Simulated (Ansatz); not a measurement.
# TaN (Fm-3m): one cell, many starting occupations (series 2)

Aim: start the open shells of TaN (Fm-3m) from different occupation matrices at one fixed cell, and see in which states the SCF ends. Cell and atoms stay fixed.

Program: Ansatz 0.2.0. Level of theory: DFT PBE+U (U_eff = 1 eV on Ta d), plane waves, PAW, no spin–orbit coupling unless a run says so. These are calculated values, not measurements.

## Step 1: The starting structure

Symmetry: Fm-3m, No. 225, cubic system. Conventional cell: a = 4.358 Å, b = 4.358 Å, c = 4.358 Å, α = 90.00°, β = 90.00°, γ = 90.00°. Ta (site symmetry m-3m) has 6 N at 2.18 Å as nearest neighbours. N (site symmetry m-3m) is surrounded by 6 Ta at 2.18 Å.

As a file:

```
CELL_PARAMETERS angstrom
0.00000 2.17900 2.17900
2.17900 0.00000 2.17900
2.17900 2.17900 0.00000
ATOMIC_POSITIONS crystal
Ta 0.50000 0.50000 0.50000
N 0.00000 0.00000 0.00000
```

Magnetic order typed: ferromagnetic.

The runs: random orbitals: single harmonics, second filling; random orbitals: fully mixed, first filling; random orbitals: single harmonics, first filling; random orbitals: fully mixed, one electron fewer; random orbitals: drawn by pairs, second filling.

An earlier series on this cell reached its lowest free state from «from atoms, symmetry kept, no search», perhaps among other starts (it ended without moments).

## Step 2: Random orbitals: single harmonics, second filling

input.yaml

```yaml
crystal:
  lattice:
    - [0.0, 2.17900131, 2.17900131]
    - [2.17900131, 0.0, 2.17900131]
    - [2.17900131, 2.17900131, 0.0]
  atoms:
    - { symbol: Ta, position: [0.5, 0.5, 0.5], spin: 0.3 }
    - { symbol: "N", position: [0.0, 0.0, 0.0] }
basis:
  ecutwfc: 420
  ecutrho_ratio: 4
kpoints:
  mp_grid: { grid: [7, 7, 7] }
hamiltonian:
  xc: pbe
  hubbard:
    sites:
      - { site: 0, l: d, u_eff: 1.0, starting_ns: [{ spin: up, occupation_matrix: s0up }, { spin: down, occupation_matrix: s0down }] }
    occupation_matrices:
      s0up:
        matrix:
          - [0.02, 0.0, 0.0, 0.0, 0.0]
          - [0.0, 0.02, 0.0, 0.0, 0.0]
          - [0.0, 0.0, 0.02, 0.0, 0.0]
          - [0.0, 0.0, 0.0, 0.02, 0.0]
          - [0.0, 0.0, 0.0, 0.0, 0.97]
      s0down:
        matrix:
          - [0.02, 0.0, 0.0, 0.0, 0.0]
          - [0.0, 0.02, 0.0, 0.0, 0.0]
          - [0.0, 0.0, 0.97, 0.0, 0.0]
          - [0.0, 0.0, 0.0, 0.02, 0.0]
          - [0.0, 0.0, 0.0, 0.0, 0.02]
    ns_hold: until_converged
scf:
  occupations: { method: gaussian, width: 0.05 }
  lower_state_search: "off"
  max_iter: 150
output:
  forces: true
  stress: true
  eigenvalues: true
  populations: true
  hubbard: { sites: [{ site: 0, l: d }] }
magnetization:
  spin_polarized: true
```

The typed matrices put 0.97 on the chosen orbitals and 0.02 on the others, and are held until the SCF converges, then released.

The run is started by

```sh
ansatz run input.yaml --threads 2 --pin off --max-ram 3072MiB --backend cpu --events-out ev --progress --plain --runs-dir out
```

What it wrote, shortened:

```text
Warning: crystal.symmetry: narrowed to the stabiliser of the occupation matrices — unitary ops 48 → 8; lowered by the specified shell (site 0, l: d); largest admitted image defect 4.4e-16, smallest excluded 9.5e-1 — at a splitting's scale: the group the occupation matrices' own texture admits
Warning: RAYON_NUM_THREADS=2 ignored (pool sized by the plan → 2); use --threads N
Ta: projections on atomic orbitals take those of the free atom [Kr 4d10 4f14] 5s2 5p6 5d3 6s2, of charge +0.00 (hamiltonian.pseudopotentials.projection_atoms); the dataset's partial waves leave at most 6.0e-5 of an orbital's norm unspanned inside its sphere
N: projections on atomic orbitals take those of the free atom [He] 2s2 2p3, of charge +0.00 (hamiltonian.pseudopotentials.projection_atoms); the dataset's partial waves leave at most 9.3e-9 of an orbital's norm unspanned inside its sphere
[...]
Pseudopotentials: kind: paw
Pseudopotential: Ta, paw, valence charge 13, recommended cutoff 420 eV (normal), Ta.paw.azcp
Pseudopotential: N, paw, valence charge 5, recommended cutoff 420 eV (normal), N.paw.azcp
Functional definition: PBE
[...]
Crystal: 2 atoms, lattice volume = 20.692 Å³
Basis set: ecut = 420 eV, 411 PW (Γ), exchange–correlation on 48×48×48 points (8 copies of the dense FFT grid, shifted against one another)
Bands: 14, of which v1, the nominal top of the filled ones, is band 9 counted from 1 (8 counted from 0)
Symmetry: 8 space group operations
k-points: 64 of 343
[...]
Starting moments: Σ|m| = 0.3 μB on 1 of 2 sites
[...]
SCF iter   1: F=—  HF=-10316.202996 eV  |F-HF|=—  |Δ(HF+E_count)|=         —  Δρ=3.67e-2 (↑3.67e-2 ↓3.38e-2)  dr2=9.97e-1  dr2_m=2.86e-2  M=0.048 μB ∫|m|=0.094 μB  β_m=0.30  ethr=3.10e-3  ⟨swp⟩=6.0  Hψ=8945  notcnv=0
[...]
WARN: the starting moments were not kept: the SCF closed with an absolute magnetisation of 7.4e-6 μB, where they sum to 0.3 μB in size (1 site). That is at most 0.1 of that sum. Measured as dr2_m measures the in/out step, that magnetisation stands 1.7e-11 eV from none, at or under the [...]
WARN: hamiltonian.hubbard: on 2 of 2 specified blocks the occupation matrix of this SCF's result fails the test of the specified filling. At site 0 ↑ (sites count from 0 in the list of atoms of the cell that this SCF solves) the least filled combination of the orbitals specified full has [...]
Free energy (F): -10316.741683 eV
[...]
E sigma→0 (E₀):  -10316.740746 eV
Entropy (-TS):   -0.001872 eV (-0.936 meV/atom)
Fermi energy:    22.405934 eV
[...]
--- Specified on-site occupations, and those of the state reported ---
  electrons in the specified blocks: 2.1000 specified, 3.7956 found
  site 0 (l=d) ↓: largest change of an orbital's occupation 0.5421; electrons 1.0500 specified, 1.8978 found; spectral distance 0.8896
  site 0 (l=d) ↑: largest change of an orbital's occupation 0.5421; electrons 1.0500 specified, 1.8978 found; spectral distance 0.8896
--- Forces (eV/Å), atoms counted from 1 ---
  atom   1  Ta     0.00000000     0.00000000    -0.00000000
  atom   2  N      0.00000000     0.00000000    -0.00000000
[...]
--- Stress (GPa, compression-positive) ---
       15.189927       0.000000       0.000000
        0.000000      15.189817       0.000000
        0.000000       0.000000      15.189927
  P = ⅓ Tr σ = 15.1899 GPa (151.899 kbar)
--- Band table (eV; the first three rows and the last of 128) ---
  k-point 0 ↑: bands = ["-47.1684", "-13.3978", "-13.3977", "-13.3977", "3.3445", "18.5331", "18.5331", "18.5331", "20.2139", "20.2139", "20.2139", "22.5920", "22.5920", "24.1226"]
[...]
Occupation matrices written to <dir>
--- Löwdin populations: 2 sites ---
  site symbol       q [e]    m [muB]
     0     Ta     12.1933    -0.0000
     1      N      5.7284     0.0000
  spilling = 0.004350 (of n_electrons = 18.000000)
--- Occupation matrices: 1 shell (run DFT+U table (all-electron-ortho-atomic); ε = 7.87e-4) ---
  Ta0 d_5D: site group Oh (m-3m)
  Ta0 d_5D up     Tr n = 1.8978  λ = 0.307 0.307 0.428 0.428 0.428  [2× z2 0.50 (Eg 1.00) Eg(1.00) | 3× xz 0.33 (T2g 1.00) T2g(1.00)]
  Ta0 d_5D dn     Tr n = 1.8978  λ = 0.307 0.307 0.428 0.428 0.428  [2× z2 0.50 (Eg 1.00) Eg(1.00) | 3× xz 0.33 (T2g 1.00) T2g(1.00)]
  specified occupation → Ta0 d_5D up: matrix, ‖Δ‖_F = 0.8896, Tr Δ = -0.8478, displaced = 0.9660, d_λ = 0.8896; orbital distance = 0.8165
  specified occupation → Ta0 d_5D dn: matrix, ‖Δ‖_F = 0.8896, Tr Δ = -0.8478, displaced = 0.9660, d_λ = 0.8896; orbital distance = 0.8165
  Tr n, λ and their labels are of the run-group-symmetrised matrices; stabiliser: 96 of 96 elements of G0×{1,Θ} (closed), max defect 1.0e-5 at τ = 1.7e-4
```

Wall time 5.1 s (2 threads of Arm Neoverse V2, shared host); peak memory 0.31 GiB.

It ends with no gap, pressure 15.2 GPa, no moment over 0.05 μB in any sphere, largest force component 0.00 eV/Å, 8 symmetry operations imposed. The program reports that the typed filling wasn't kept.

The shells' filling, with natural orbitals sorted by occupation:

| shell | channel | electrons | over 0.8 | 0.2 to 0.8 | under 0.2 |
| --- | --- | --- | --- | --- | --- |
| Ta 5d (atom 1) | up | 1.90 | 0 | 5 | 0 |
| Ta 5d (atom 1) | down | 1.90 | 0 | 5 | 0 |

## Step 3: Random orbitals: fully mixed, first filling

Edit input.yaml of step 2 so:

```diff
@@ -6,3 +6,3 @@
   atoms:
-    - { symbol: Ta, position: [0.5, 0.5, 0.5], spin: 0.3 }
+    - { symbol: Ta, position: [0.5, 0.5, 0.5], spin: 2.0 }
     - { symbol: "N", position: [0.0, 0.0, 0.0] }
@@ -21,2 +21,9 @@
         matrix:
+          - [0.22114, -0.16691, 0.08504, 0.27627, -0.19801]
+          - [-0.16691, 0.89459, 0.19336, -0.00253, -0.02647]
+          - [0.08504, 0.19336, 0.1506, 0.1981, -0.15213]
+          - [0.27627, -0.00253, 0.1981, 0.4693, -0.33074]
+          - [-0.19801, -0.02647, -0.15213, -0.33074, 0.26438]
+      s0down:
+        matrix:
           - [0.02, 0.0, 0.0, 0.0, 0.0]
@@ -25,11 +32,4 @@
           - [0.0, 0.0, 0.0, 0.02, 0.0]
-          - [0.0, 0.0, 0.0, 0.0, 0.97]
-      s0down:
-        matrix:
-          - [0.02, 0.0, 0.0, 0.0, 0.0]
-          - [0.0, 0.02, 0.0, 0.0, 0.0]
-          - [0.0, 0.0, 0.97, 0.0, 0.0]
-          - [0.0, 0.0, 0.0, 0.02, 0.0]
           - [0.0, 0.0, 0.0, 0.0, 0.02]
-    ns_hold: until_converged
+    ns_hold: { iters: 12 }
 scf:
```

The typed matrices are held for 12 cycles.

The run is started by

```sh
ansatz run input.yaml --threads 2 --pin off --max-ram 3072MiB --backend cpu --events-out ev --progress --plain --runs-dir out
```

What it wrote, shortened:

```text
Warning: crystal.symmetry: narrowed to the stabiliser of the occupation matrices — unitary ops 48 → 2; lowered by the specified shell (site 0, l: d); largest admitted image defect 4.4e-16, smallest excluded 2.5e-1 — at a splitting's scale: the group the occupation matrices' own texture admits
Warning: RAYON_NUM_THREADS=2 ignored (pool sized by the plan → 2); use --threads N
Ta: projections on atomic orbitals take those of the free atom [Kr 4d10 4f14] 5s2 5p6 5d3 6s2, of charge +0.00 (hamiltonian.pseudopotentials.projection_atoms); the dataset's partial waves leave at most 6.0e-5 of an orbital's norm unspanned inside its sphere
N: projections on atomic orbitals take those of the free atom [He] 2s2 2p3, of charge +0.00 (hamiltonian.pseudopotentials.projection_atoms); the dataset's partial waves leave at most 9.3e-9 of an orbital's norm unspanned inside its sphere
[...]
[... 4 set-up lines as earlier in the session ...]
[...]
Crystal: 2 atoms, lattice volume = 20.692 Å³
Basis set: ecut = 420 eV, 411 PW (Γ), exchange–correlation on 48×48×48 points (8 copies of the dense FFT grid, shifted against one another)
[...]
WARN: the starting moments were not kept: the SCF closed with an absolute magnetisation of 9.0e-6 μB, where they sum to 2 μB in size (1 site). That is at most 0.1 of that sum. Measured as dr2_m measures the in/out step, that magnetisation stands 2.4e-11 eV from none, at or under the [...]
WARN: hamiltonian.hubbard: on 1 of 2 specified blocks the occupation matrix of this SCF's result fails the test of the specified filling. At site 0 ↑ (sites count from 0 in the list of atoms of the cell that this SCF solves) the least filled combination of the orbitals specified full has [...]
  atom   2  N      0.00000000     0.00000000     0.00000000
[...]
--- Stress (GPa, compression-positive) ---
       15.189850       0.000002       0.000000
        0.000002      15.189855      -0.000003
        0.000000      -0.000003      15.189838
  P = ⅓ Tr σ = 15.1898 GPa (151.898 kbar)
--- Band table (eV; the first three rows and the last of 344) ---
  k-point 0 ↑: bands = ["-47.1684", "-13.3978", "-13.3978", "-13.3977", "3.3445", "18.5330", "18.5331", "18.5331", "20.2139", "20.2139", "20.2139", "22.5920", "22.5920", "24.1226"]
[...]
Occupation matrices written to <dir>
--- Löwdin populations: 2 sites ---
  site symbol       q [e]    m [muB]
     0     Ta     12.1933    -0.0000
     1      N      5.7284     0.0000
  spilling = 0.004350 (of n_electrons = 18.000000)
--- Occupation matrices: 1 shell (run DFT+U table (all-electron-ortho-atomic); ε = 5.11e-4) ---
  Ta0 d_5D: site group Oh (m-3m)
  Ta0 d_5D up     Tr n = 1.8978  λ = 0.307 0.307 0.428 0.428 0.428  [2× z2 0.50 (Eg 1.00) Eg(1.00) | 3× xz 0.33 (T2g 1.00) T2g(1.00)]
  Ta0 d_5D dn     Tr n = 1.8978  λ = 0.307 0.307 0.428 0.428 0.428  [2× z2 0.50 (Eg 1.00) Eg(1.00) | 3× xz 0.33 (T2g 1.00) T2g(1.00)]
  specified occupation → Ta0 d_5D up: matrix, ‖Δ‖_F = 1.0374, Tr Δ = +0.1022, displaced = 1.1195, d_λ = 0.9586; orbital distance = 1.2568
  specified occupation → Ta0 d_5D dn: matrix, ‖Δ‖_F = 0.8148, Tr Δ = -1.7978, displaced = 0.8989, d_λ = 0.8148; orbital distance = 0.0000
  Tr n, λ and their labels are of the run-group-symmetrised matrices; stabiliser: 96 of 96 elements of G0×{1,Θ} (closed), max defect 1.2e-5 at τ = 1.1e-4
```

Wall time 13 s (2 threads of Arm Neoverse V2, shared host); peak memory 0.4 GiB.

End state: no gap, pressure 15.2 GPa, no moment over 0.05 μB in any sphere, largest force component 0.00 eV/Å, 2 symmetry operations imposed. The program reports that the typed filling wasn't kept.

How the shells are filled (orbitals counted by the eigenvalues of the occupation matrices):

| shell | channel | electrons | over 0.8 | 0.2 to 0.8 | under 0.2 |
| --- | --- | --- | --- | --- | --- |
| Ta 5d (atom 1) | up | 1.90 | 0 | 5 | 0 |
| Ta 5d (atom 1) | down | 1.90 | 0 | 5 | 0 |

## Step 4: Random orbitals: single harmonics, first filling

Edit input.yaml of step 3 so:

```diff
@@ -21,7 +21,7 @@
         matrix:
-          - [0.22114, -0.16691, 0.08504, 0.27627, -0.19801]
-          - [-0.16691, 0.89459, 0.19336, -0.00253, -0.02647]
-          - [0.08504, 0.19336, 0.1506, 0.1981, -0.15213]
-          - [0.27627, -0.00253, 0.1981, 0.4693, -0.33074]
-          - [-0.19801, -0.02647, -0.15213, -0.33074, 0.26438]
+          - [0.97, 0.0, 0.0, 0.0, 0.0]
+          - [0.0, 0.02, 0.0, 0.0, 0.0]
+          - [0.0, 0.0, 0.97, 0.0, 0.0]
+          - [0.0, 0.0, 0.0, 0.02, 0.0]
+          - [0.0, 0.0, 0.0, 0.0, 0.02]
       s0down:
@@ -33,3 +33,3 @@
           - [0.0, 0.0, 0.0, 0.0, 0.02]
-    ns_hold: { iters: 12 }
+    ns_hold: until_converged
 scf:
```

The typed matrices put 0.97 on the chosen orbitals and 0.02 on the others, and are held until the SCF converges, then released.

The run is started by

```sh
ansatz run input.yaml --threads 2 --pin off --max-ram 3072MiB --backend cpu --events-out ev --progress --plain --runs-dir out
```

What it wrote, shortened:

```text
Warning: crystal.symmetry: narrowed to the stabiliser of the occupation matrices — unitary ops 48 → 8; lowered by the specified shell (site 0, l: d); largest admitted image defect 4.4e-16, smallest excluded 7.1e-1 — at a splitting's scale: the group the occupation matrices' own texture admits
Warning: RAYON_NUM_THREADS=2 ignored (pool sized by the plan → 2); use --threads N
Ta: projections on atomic orbitals take those of the free atom [Kr 4d10 4f14] 5s2 5p6 5d3 6s2, of charge +0.00 (hamiltonian.pseudopotentials.projection_atoms); the dataset's partial waves leave at most 6.0e-5 of an orbital's norm unspanned inside its sphere
N: projections on atomic orbitals take those of the free atom [He] 2s2 2p3, of charge +0.00 (hamiltonian.pseudopotentials.projection_atoms); the dataset's partial waves leave at most 9.3e-9 of an orbital's norm unspanned inside its sphere
[...]
[... 4 set-up lines as earlier in the session ...]
[...]
Crystal: 2 atoms, lattice volume = 20.692 Å³
Basis set: ecut = 420 eV, 411 PW (Γ), exchange–correlation on 48×48×48 points (8 copies of the dense FFT grid, shifted against one another)
[...]
WARN: the starting moments were not kept: the SCF closed with an absolute magnetisation of 2.1e-6 μB, where they sum to 2 μB in size (1 site). That is at most 0.1 of that sum. Measured as dr2_m measures the in/out step, that magnetisation stands 1.1e-12 eV from none, at or under the [...]
WARN: hamiltonian.hubbard: on 1 of 2 specified blocks the occupation matrix of this SCF's result fails the test of the specified filling. At site 0 ↑ (sites count from 0 in the list of atoms of the cell that this SCF solves) the least filled combination of the orbitals specified full has [...]
  atom   2  N      0.00000000     0.00000000    -0.00000000
[...]
--- Stress (GPa, compression-positive) ---
       15.189767       0.000000       0.000000
        0.000000      15.189901       0.000000
        0.000000       0.000000      15.189870
  P = ⅓ Tr σ = 15.1898 GPa (151.898 kbar)
--- Band table (eV; the first three rows and the last of 128) ---
  k-point 0 ↑: bands = ["-47.1684", "-13.3978", "-13.3977", "-13.3977", "3.3445", "18.5330", "18.5331", "18.5331", "20.2139", "20.2139", "20.2139", "22.5920", "22.5920", "24.1226"]
[...]
Occupation matrices written to <dir>
--- Löwdin populations: 2 sites ---
  site symbol       q [e]    m [muB]
     0     Ta     12.1933    -0.0000
     1      N      5.7284     0.0000
  spilling = 0.004350 (of n_electrons = 18.000000)
--- Occupation matrices: 1 shell (run DFT+U table (all-electron-ortho-atomic); ε = 4.92e-4) ---
  Ta0 d_5D: site group Oh (m-3m)
  Ta0 d_5D up     Tr n = 1.8978  λ = 0.307 0.307 0.428 0.428 0.428  [2× z2 0.50 (Eg 1.00) Eg(1.00) | 3× xz 0.33 (T2g 1.00) T2g(1.00)]
  Ta0 d_5D dn     Tr n = 1.8978  λ = 0.307 0.307 0.428 0.428 0.428  [2× z2 0.50 (Eg 1.00) Eg(1.00) | 3× xz 0.33 (T2g 1.00) T2g(1.00)]
  specified occupation → Ta0 d_5D up: matrix, ‖Δ‖_F = 1.0717, Tr Δ = +0.1022, displaced = 1.1540, d_λ = 0.9586; orbital distance = 1.4142
  specified occupation → Ta0 d_5D dn: matrix, ‖Δ‖_F = 0.8148, Tr Δ = -1.7978, displaced = 0.8989, d_λ = 0.8148; orbital distance = 0.0000
  Tr n, λ and their labels are of the run-group-symmetrised matrices; stabiliser: 96 of 96 elements of G0×{1,Θ} (closed), max defect 2.4e-6 at τ = 1.0e-4
```

Run time: 5.3 s. Hardware: 2 threads of Arm Neoverse V2, shared host; peak memory 0.31 GiB.

It ends with no gap, pressure 15.2 GPa, no moment over 0.05 μB in any sphere, largest force component 0.00 eV/Å, 8 symmetry operations imposed. The program reports that the typed filling wasn't kept.

The shells' filling, with natural orbitals sorted by occupation:

| shell | channel | electrons | over 0.8 | 0.2 to 0.8 | under 0.2 |
| --- | --- | --- | --- | --- | --- |
| Ta 5d (atom 1) | up | 1.90 | 0 | 5 | 0 |
| Ta 5d (atom 1) | down | 1.90 | 0 | 5 | 0 |

[end of part 1 of 2]
